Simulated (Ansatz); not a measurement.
# TlBr: from bands to localised orbitals

Where do the localised orbitals of TlBr sit, how far are they spread, and how do the settings change that? Plan: PBE, anion s p, 4×4×4; PBE, anion s p, 6×6×6; PBE, anion p, 4×4×4; r2SCAN, anion s p, 4×4×4; r2SCAN, anion p, 4×4×4; HSE06, anion s p, 4×4×4 (level, trial orbitals, Wannier mesh).

Computed with Ansatz 0.2.0 (plane waves, PAW, unless a step's input says otherwise).

2 further runs of the same task are left out: 2 that didn't finish.

### Step 1. The structure to begin with

The structure is cubic, space group Pm-3m (No. 221). Conventional cell: a = 3.946 Å, b = 3.946 Å, c = 3.946 Å, α = 90.00°, β = 90.00°, γ = 90.00°. Around Tl (site symmetry m-3m) lie 8 Br at 3.42 Å. Br (site symmetry m-3m) is surrounded by 8 Tl at 3.42 Å.

As a file:

```cif
data_structure
_symmetry_space_group_name_H-M 'P 1'
_symmetry_Int_Tables_number 1
_cell_length_a 3.9462
_cell_length_b 3.9462
_cell_length_c 3.9462
_cell_angle_alpha 90.000
_cell_angle_beta 90.000
_cell_angle_gamma 90.000
_cell_volume 61.45
loop_
_atom_site_label
_atom_site_type_symbol
_atom_site_fract_x
_atom_site_fract_y
_atom_site_fract_z
_atom_site_occupancy
Tl1 Tl 0.00000 0.00000 0.00000 1
Br1 Br 0.50000 0.50000 0.50000 1
```

The cell was relaxed beforehand with r2SCAN+rVV10; those runs aren't shown. No run includes spin-orbit coupling, which matters for Tl.

### Step 2. PBE, anion s p, 4×4×4

The input, input.yaml:

```yaml
crystal:
  lattice:
    - [3.9461933153, 0.0, 0.0]
    - [0.0, 3.9461933153, 0.0]
    - [0.0, 0.0, 3.9461933153]
  atoms:
    - { symbol: Tl, position: [0.0, 0.0, 0.0] }
    - { symbol: Br, position: [0.5, 0.5, 0.5] }
kpoints:
  mp_grid: { grid: [6, 6, 6] }
  band_path:
    path:
      - [[0.0, 0.0, 0.0], [1.638772543574e-50, 0.5, -2.38190402406e-69], [0.5, 0.5, 8.134125685551e-36], [0.0, 0.0, 0.0], [0.5, 0.5, 0.5], [1.638772543574e-50, 0.5, -2.38190402406e-69]]
      - [[0.5, 0.5, 0.5], [0.5, 0.5, 8.134125685551e-36]]
    npoints: 10
hamiltonian:
  xc: pbe
scf:
  occupations: { method: fixed }
  n_extra_bands: 6
output:
  forces: false
  stress: false
  eigenvalues: true
  wannier:
    kmesh: [4, 4, 4]
    projections: [{ species: Br, l: s, shell: 4 }, { species: Br, l: p, shell: 4 }]
    minimise: true
    write_hr: true
    conv_tol: 1.0e-08
    max_iter: 3000
```

Started as:

```sh
$ ansatz run input.yaml --threads 4 --pin off --max-ram 3686MiB --backend cpu --events-out ev --progress --plain --runs-dir out
```

The runs that follow: PBE, anion s p, 6×6×6; PBE, anion p, 4×4×4; r2SCAN, anion s p, 4×4×4; r2SCAN, anion p, 4×4×4; HSE06, anion s p, 4×4×4.

Q: Predict the results of all the runs planned. Wanted: total spread, PBE, anion s p, 4×4×4; total spread, PBE, anion s p, 6×6×6; total spread, PBE, anion p, 4×4×4; total spread, r2SCAN, anion s p, 4×4×4; total spread, r2SCAN, anion p, 4×4×4; total spread, HSE06, anion s p, 4×4×4; centres of the first set.

**Answer**, as computed:

| quantity | value |
| --- | --- |
| total spread, PBE, anion s p, 4×4×4 | 6.80 Å² over 4 functions |
| total spread, PBE, anion s p, 6×6×6 | 7.93 Å² over 4 functions |
| total spread, PBE, anion p, 4×4×4 | 6.62 Å² over 3 functions |
| total spread, r2SCAN, anion s p, 4×4×4 | 6.49 Å² over 4 functions |
| total spread, r2SCAN, anion p, 4×4×4 | 6.33 Å² over 3 functions |
| total spread, HSE06, anion s p, 4×4×4 | 6.37 Å² over 4 functions |
| centres of the first set | 0.49 Å from the nearest atom |

In words: With PBE, anion s p, 4×4×4 the 4 functions move off the atoms, with a mean spread of 1.70 Å²; 86 % of the total is gauge invariant. The total spread goes from 6.80 Å² on 4×4×4 to 7.93 Å² on 6×6×6: finite differences in k understate it on coarse meshes, while the largest miss of a band goes from 2.32 to 2.14 eV. On one set and mesh the functional gives 6.80 (PBE), 6.49 (r2SCAN), 6.37 (HSE06) Å².
